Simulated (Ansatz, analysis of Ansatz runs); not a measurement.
# Migration in TiO2 (I4_1/amd): V_Ti hop (3.8 Å), charge −4, part 3 of 3

How high is the barrier when Ti changes place in TiO2 (I4_1/amd)? The case: V_Ti hop (3.8 Å), charge −4, in a cell of 96 host atoms with 1 Ti taken out.

Ansatz 0.2.0; plane-wave PAW DFT, PBEsol; nudged elastic band between two relaxed defect structures at fixed charge in a uniform background.

So far, barrier forward (eV): step 4 (nudged elastic band, charge −4, PBEsol) 2.61; step 6 (barrier from single points, PBEsol, denser k-mesh) 2.60; step 8 (barrier from single points, r2SCAN) 2.75.

## Step 9: Single point at the top of the path, PBEsol

A single point at the top of the band gives the levels near the gap and the populations there.

This step: plane-wave PAW DFT, PBEsol; single point of a defect supercell on a structure of the PBEsol path.

The input, qm4.top.probe/input.yaml:

```yaml
crystal:
  lattice:
    - [7.53758642, 7.53758642, 0.0]
    - [-7.53758642, 7.53758642, 0.0]
    - [0.0, 0.0, 9.55830747]
  atoms:
    - { symbol: Ti, position: [0.00397074, -0.00344461, -0.00202435] }
    - { symbol: Ti, position: [-0.00472192, 0.25454202, 0.49594065] }
[... 40 atom lines left out ...]
    - { symbol: O, position: [0.3640428, 0.62479172, 0.54624874] }
[... 22 atom lines left out ...]
    - { symbol: O, position: [0.61449902, 0.4067006, 0.55766482] }
[... 7 atom lines left out ...]
    - { symbol: Ti, position: [0.67761556, 0.57197439, 0.56959741] }
[... 1 atom line left out ...]
    - { symbol: Ti, position: [0.61778168, 0.63275409, 0.24445232] }
    - { symbol: Ti, position: [0.62259417, 0.86336872, 0.73552756] }
[... 2 atom lines left out ...]
    - { symbol: O, position: [0.60249038, 0.6510896, 0.435072] }
[... 4 atom lines left out ...]
    - { symbol: O, position: [0.54883262, 0.70094808, 0.70752272] }
    - { symbol: O, position: [0.73625593, 0.5136326, 0.7539308] }
[... 2 atom lines left out ...]
    - { symbol: O, position: [0.62433823, 0.88693679, 0.54658987] }
    - { symbol: O, position: [0.84406855, 0.63480643, 0.55786416] }
[... 2 atom lines left out ...]
    - { symbol: O, position: [0.49413917, 0.75282117, 0.22837] }
    - { symbol: O, position: [0.74390653, 0.50533769, 0.27203358] }
    - { symbol: O, position: [0.76903292, 0.76500497, 0.79761279] }
total_charge: -4
basis:
  ecutwfc: 420
  xc_grid: 2
hamiltonian:
  xc: pbesol
kpoints:
  mp_grid: { grid: [1, 1, 1], shift: [0.25, 0.25, 0.25] }
scf:
  occupations: { method: fixed }
  max_iter: 120
output:
  forces: true
  eigenvalues: true
  eigenstates: { localisation: true }
  populations: true
  write_density: true
  write_potential: true
  volumetric_format: npy
  elf: true
checkpoint:
  write: "../qm4.top.probe.run"
  compress: false
  write_wavefunctions: false
  write_every: 100000
```

The run is started by

```
$ ansatz run input.yaml --threads 32 --pin off --max-ram 84787MiB --backend cuda --events-out ev --progress --plain --runs-dir out --max-vram 78GiB
```

Numbers of over 12 decimals in the logs are rounded to 6 here.

The program printed:

```text
[...]
Crystal: 95 atoms, lattice volume = 1086.114 Å³
Basis set: ecut = 420 eV, 21163 PW (Γ), exchange–correlation on 144×144×128 points (8 copies of the dense FFT grid, shifted against one another)
Bands: 475, of which v1, the nominal top of the filled ones, is band 380 counted from 1 (379 counted from 0)
[...]
k-points: 1
[...]
SCF iter   1: F=—  HF=-112676.830668 eV  |F-HF|=—  |Δ(HF+E_count)|=         —  Δρ=2.06e-2  dr2=3.38e0  ethr=1.77e-3  ⟨swp⟩=3.0  Hψ=1530  notcnv=0  defer=91
[...]
SCF iter   2: F=—  HF=-112675.756996 eV  |F-HF|=—  |Δ(HF+E_count)|=    1.07e0  Δρ=6.87e-3  dr2=5.82e-1  ethr=4.45e-4  ⟨swp⟩=2.0  Hψ=743  notcnv=0  defer=91
[...]
SCF iter  12: F=—  HF=-112675.618025 eV  |F-HF|=—  |Δ(HF+E_count)|=   7.89e-8  Δρ=4.23e-6  dr2=2.34e-7  ethr=1.10e-10  ⟨swp⟩=2.0  Hψ=685  notcnv=0  defer=92
SCF iter  13: F=-112675.618025 eV  HF=-112675.618025 eV  |F-HF|=1.16e-8  |Δ(HF+E_count)|=   6.41e-8  Δρ=1.61e-6  dr2=4.75e-8  ethr=1.32e-11  ⟨swp⟩=15.0  Hψ=3346  notcnv=0
SCF 1 converged in 13 iterations: F = -112675.618025 eV  dr2 = 4.75e-8
[...]
SCF converged after 13 iterations
Free energy (F): -112675.618025 eV
[...]
Fermi energy:    7.151609 eV
[...]
--- Löwdin populations: 95 sites ---
[...]
spilling = 0.003593 (of n_electrons = 760.000000)
[...]
```

It took 2.3 s on 1 × NVIDIA GB200 with 32 threads of Arm Neoverse V2, shared host; peak memory 1.4 GiB.

Numbers from this step:

```yaml
free_energy: -112675.6180 eV
```

States next to the filling edge at the first k-point, on the run's own zero (eigenstates.tsv). The participation number counts the atoms that a state is spread over, of 95; bands count from 0.

```
spin  band  energy (eV)  occupation  participation  largest share on  share
both   374        6.825        2.00           38.9               O94   0.07
both   375        6.857        2.00           44.0               O94   0.05
both   376        6.928        2.00           19.1               O60   0.12
both   377        6.974        2.00           11.8               O85   0.25
both   378        7.029        2.00           23.7               O93   0.12
both   379        7.152        2.00           12.8               O93   0.20
both   380        9.539        0.00           26.1               Ti4   0.06
both   381        9.708        0.00           24.9               Ti8   0.08
both   382        9.785        0.00           25.1              Ti74   0.11
both   383        9.825        0.00           24.9              Ti30   0.10
both   384        9.915        0.00           20.9              Ti54   0.10
```

Under PBEsol at one point at (¼, ¼, ¼), the highest filled state is spread over 13 of 95 atoms, and the lowest empty one, 2.39 eV above it, is spread over 26 of 95 atoms.

The distance between the highest filled and the lowest empty level goes from 2.52 eV at the start to 2.39 eV at the top.

## Step 10: Band with another choice: a misspelt key

This step: plane-wave PAW DFT, PBEsol; nudged elastic band between two relaxed defect structures at fixed charge in a uniform background.

The input, qm4.try0/input.yaml:

```yaml
crystal:
  lattice:
    - [7.53758642, 7.53758642, 0.0]
    - [-7.53758642, 7.53758642, 0.0]
    - [0.0, 0.0, 9.55830747]
  atoms:
    - { symbol: Ti, position: [-0.00022713, -0.00069706, -6.358e-05] }
    - { symbol: Ti, position: [-0.00014804, 0.25002157, 0.50021141] }
    - { symbol: Ti, position: [0.25368489, -0.00387301, 0.49516291] }
    - { symbol: Ti, position: [0.25050307, 0.25008212, -8.13e-05] }
    - { symbol: Ti, position: [0.1250868, 0.12465342, 0.25113489] }
    - { symbol: Ti, position: [0.12527098, 0.37535096, 0.74867004] }
    - { symbol: Ti, position: [0.37526465, 0.12327538, 0.7505757] }
    - { symbol: Ti, position: [0.37529, 0.37655581, 0.2496511] }
    - { symbol: O, position: [0.1238332, 0.12574872, 0.45663762] }
    - { symbol: O, position: [0.12512576, 0.3752454, 0.95868677] }
    - { symbol: O, position: [0.37568181, 0.12636214, 0.9568286] }
    - { symbol: O, position: [0.37460064, 0.37416886, 0.45747891] }
    - { symbol: O, position: [-0.00171962, 0.00070236, 0.20716671] }
    - { symbol: O, position: [-0.00015811, 0.25005293, 0.70883963] }
    - { symbol: O, position: [0.2513331, -0.00153016, 0.7082087] }
    - { symbol: O, position: [0.24920465, 0.25150654, 0.20714407] }
    - { symbol: O, position: [0.12511544, 0.12467542, 0.04141802] }
    - { symbol: O, position: [0.12401911, 0.37412398, 0.54387994] }
    - { symbol: O, position: [0.37462963, 0.12567708, 0.54276384] }
    - { symbol: O, position: [0.37573503, 0.37353967, 0.04330863] }
    - { symbol: O, position: [0.00142221, 0.00073271, 0.79277837] }
    - { symbol: O, position: [3.688e-05, 0.25014767, 0.29188122] }
    - { symbol: O, position: [0.246738, 0.00326974, 0.28873816] }
    - { symbol: O, position: [0.24918123, 0.24841304, 0.79280729] }
    - { symbol: Ti, position: [-8.339e-05, 0.50075111, -9.483e-05] }
    - { symbol: Ti, position: [-0.00018171, 0.74999267, 0.50003825] }
    - { symbol: Ti, position: [0.25383947, 0.50393121, 0.50488591] }
    - { symbol: Ti, position: [0.2544397, 0.74998062, -3.743e-05] }
    - { symbol: Ti, position: [0.12646405, 0.62530932, 0.249683] }
    - { symbol: Ti, position: [0.126453, 0.87460353, 0.75059698] }
    - { symbol: Ti, position: [0.38045101, 0.63065104, 0.73842363] }
    - { symbol: Ti, position: [0.38051514, 0.86914709, 0.26183336] }
    - { symbol: O, position: [0.12401226, 0.62468955, 0.45753226] }
    - { symbol: O, position: [0.1233239, 0.87408546, 0.9568273] }
    - { symbol: O, position: [0.37160036, 0.62171764, 0.96480004] }
    - { symbol: O, position: [0.37061315, 0.87896063, 0.4518838] }
    - { symbol: O, position: [0.00135785, 0.49934738, 0.20713126] }
    - { symbol: O, position: [-0.00028358, 0.75007766, 0.70709255] }
    - { symbol: O, position: [0.24701389, 0.49684356, 0.71171215] }
    - { symbol: O, position: [0.24734781, 0.7521606, 0.20745945] }
    - { symbol: O, position: [0.12342284, 0.62584925, 0.04336044] }
    - { symbol: O, position: [0.12406081, 0.87516478, 0.54279732] }
    - { symbol: O, position: [0.3706964, 0.62098059, 0.54821061] }
    - { symbol: O, position: [0.37158341, 0.87816705, 0.03558743] }
    - { symbol: O, position: [-0.00150196, 0.49946705, 0.79276406] }
    - { symbol: O, position: [-0.00010181, 0.75007207, 0.29306524] }
    - { symbol: O, position: [0.2512707, 0.50139201, 0.29201972] }
    - { symbol: O, position: [0.24729375, 0.74768377, 0.79273899] }
    - { symbol: Ti, position: [0.49974806, -0.0045586, 4.86e-05] }
    - { symbol: Ti, position: [0.49989577, 0.24994642, 0.50004885] }
    - { symbol: Ti, position: [0.74580934, -0.00408087, 0.50508486] }
    - { symbol: Ti, position: [0.74924551, 0.24986345, -5.564e-05] }
    - { symbol: Ti, position: [0.62443828, 0.1232059, 0.24958698] }
    - { symbol: Ti, position: [0.62447816, 0.37659658, 0.75060827] }
    - { symbol: Ti, position: [0.87431051, 0.12446748, 0.74851244] }
    - { symbol: Ti, position: [0.87444111, 0.37527429, 0.25109299] }
    - { symbol: O, position: [0.6250277, 0.12561309, 0.45752265] }
    - { symbol: O, position: [0.62396503, 0.37343566, 0.95681925] }
    - { symbol: O, position: [0.87444945, 0.12456643, 0.95866101] }
    - { symbol: O, position: [0.87564772, 0.37396037, 0.45661199] }
    - { symbol: O, position: [0.49759301, 0.00243799, 0.20746383] }
    - { symbol: O, position: [0.49979006, 0.25001641, 0.70710367] }
    - { symbol: O, position: [0.75286838, 0.00286548, 0.71171952] }
    - { symbol: O, position: [0.75060264, 0.2483895, 0.20716596] }
    - { symbol: O, position: [0.62397466, 0.12630068, 0.04336911] }
    - { symbol: O, position: [0.62501701, 0.37418935, 0.5428] }
    - { symbol: O, position: [0.87567476, 0.12583363, 0.54385315] }
    - { symbol: O, position: [0.87455733, 0.3752495, 0.04136045] }
    - { symbol: O, position: [0.50208255, 0.00242471, 0.79274291] }
    - { symbol: O, position: [0.49995172, 0.25001631, 0.29306021] }
    - { symbol: O, position: [0.74840626, -0.00145084, 0.29203717] }
    - { symbol: O, position: [0.7505168, 0.25143419, 0.7927602] }
    - { symbol: Ti, position: [0.49988355, 0.50452251, -8.514e-05] }
    - { symbol: Ti, position: [0.74599129, 0.50383, 0.49514263] }
    - { symbol: Ti, position: [0.74518445, 0.74999821, 1.68e-06] }
    - { symbol: Ti, position: [0.61890709, 0.63081351, 0.26178152] }
    - { symbol: Ti, position: [0.61887187, 0.86899569, 0.73845323] }
    - { symbol: Ti, position: [0.87318154, 0.62533484, 0.75058776] }
    - { symbol: Ti, position: [0.87313207, 0.87451777, 0.24959783] }
    - { symbol: O, position: [0.62883232, 0.62070946, 0.45188302] }
    - { symbol: O, position: [0.62794591, 0.87808267, 0.96475695] }
    - { symbol: O, position: [0.87624334, 0.62579362, 0.95680088] }
    - { symbol: O, position: [0.87551493, 0.87520251, 0.45747731] }
    - { symbol: O, position: [0.50200434, 0.49748952, 0.20742975] }
    - { symbol: O, position: [0.49961528, 0.75000266, 0.74600615] }
    - { symbol: O, position: [0.74846497, 0.50135138, 0.70819854] }
    - { symbol: O, position: [0.7523106, 0.74776309, 0.20746859] }
    - { symbol: O, position: [0.62805778, 0.62169559, 0.03573438] }
    - { symbol: O, position: [0.62884282, 0.87893655, 0.54825312] }
    - { symbol: O, position: [0.87550122, 0.62481205, 0.54274656] }
    - { symbol: O, position: [0.87618852, 0.87408743, 0.04333633] }
    - { symbol: O, position: [0.49776317, 0.4976277, 0.79273597] }
    - { symbol: O, position: [0.49986536, 0.75004999, 0.25405159] }
    - { symbol: O, position: [0.75313682, 0.49682309, 0.28873261] }
    - { symbol: O, position: [0.75214611, 0.75205846, 0.79275446] }
total_charge: -4
basis:
  ecutwfc: 420
  xc_grid: 2
hamiltonian:
  xc: pbesol
kpoints:
  mp_grid: { grid: [1, 1, 1], shift: [0.25, 0.25, 0.25] }
scf:
  occupations: { method: fixed }
  max_iter: 120
output:
  forces: true
neb:
  images: 5
  f_tol: 0.04
  climbing: true
  initial_path: idpp
  max_iterations: 30
  order_check: false
  final_atoms:
    - { symbol: Ti, position: [-0.00083137, -3.468e-05, -3.949e-05] }
    - { symbol: Ti, position: [-0.00410635, 0.25392098, 0.49517487] }
[... 40 atom lines left out ...]
    - { symbol: O, position: [0.37402488, 0.62522109, 0.54274042] }
[... 22 atom lines left out ...]
    - { symbol: O, position: [0.62076981, 0.37111479, 0.548303] }
[... 7 atom lines left out ...]
    - { symbol: Ti, position: [0.5037755, 0.74603879, 0.49511791] }
[... 1 atom line left out ...]
    - { symbol: Ti, position: [0.63074583, 0.61900523, 0.26170982] }
[... 3 atom lines left out ...]
    - { symbol: O, position: [0.6207292, 0.62902856, 0.451788] }
[... 4 atom lines left out ...]
    - { symbol: O, position: [0.50127346, 0.74852338, 0.70815215] }
    - { symbol: O, position: [0.7496776, 0.50005964, 0.74589073] }
    - { symbol: O, position: [0.74751537, 0.75254128, 0.20744497] }
[... 1 atom line left out ...]
    - { symbol: O, position: [0.62448368, 0.87578608, 0.54274889] }
    - { symbol: O, position: [0.87872142, 0.62890366, 0.54834115] }
[... 2 atom lines left out ...]
    - { symbol: O, position: [0.49664372, 0.75333631, 0.28873473] }
    - { symbol: O, position: [0.74992646, 0.50000312, 0.25386261] }
    - { symbol: O, position: [0.75188999, 0.75245651, 0.79272843] }
  n_images: 5
```

The program printed:

```text
Error: YAML parse error: error: line 218 column 3: unknown field `n_images`, expected one of images, spring, climbing, order_check, relax_end_points, f_tol, exx_force_gate, max_iterations, max_displacement, density_extrapolation, optimiser, initial_path, [...]
   --> <input>:218:3
    |
216 |     - { symbol: O, position: [0.74992646, 0.50000312, 0.25386261] }
217 |     - { symbol: O, position: [0.75188999, 0.75245651, 0.79272843] }
218 |   n_images: 5
    |   ^ unknown field `n_images`, expected one of images, spring, climbing, order_check, relax_end_points, f_tol, exx_force_gate, max_iterations, max_displacement, density_extrapolation, optimiser, initial_path, freeze_fraction, magnetization_jump, [...]
```

Run time: 0.03 s. Hardware: 32 threads; peak memory 0.018 GiB.

The program refused the input before any cycle.

The program's message: “Error: YAML parse error: error: line 218 column 3: unknown field `n_images`, expected one of images, spring, climbing, order_check, relax_end_points, f_tol, exx_force_gate, max_iterations, max_displac …”

A key was misspelt on purpose.

What was changed: a misspelt key.

Cause: the input holds a name that the program doesn't know. Fix: use the program's own name.

## Step 11: What came out

```
barrier forward                                   : 2.61 eV (in doubt, see below)
barrier backward                                  : 2.61 eV
end less start                                    : 0.00 eV
hop length                                        : 3.65 Å
band iterations, as the log counts them           : 33
barrier from single points, PBEsol, denser k-mesh : 2.60 eV (in doubt, see below)
barrier from single points, r2SCAN                : 2.75 eV (in doubt, see below)
```

**Reading.** The top of the band lies 2.61 eV above the start and 2.61 eV above the end, which are alike in energy and neighbours. The path has 2 maxima, and only the highest was climbed. In at least one step between neighbouring images a covalent bond changes partner or an atom goes far. The images sample such a step coarsely, so the top may lie higher. Across functionals on this path (PBEsol 2.613 and r2SCAN 2.746 eV) the forward values spread by 0.133 eV. The order of the top as a saddle was not checked for all atoms, so a bent path could be lower. No image-charge correction is applied; it largely cancels along a path if the charge stays localised alike. Limits: one k-point off the zone centre stands for the whole zone.

[Logs are printed without paths, hosts, clocks, repeated set-up lines and the standing remarks that a program may print on its own settings, such as how far it seeks lower states.]

[Hosts, paths, dates, database ids (printed as entryN), source tags and the programs' standing remarks are cut or masked in the printed files.]
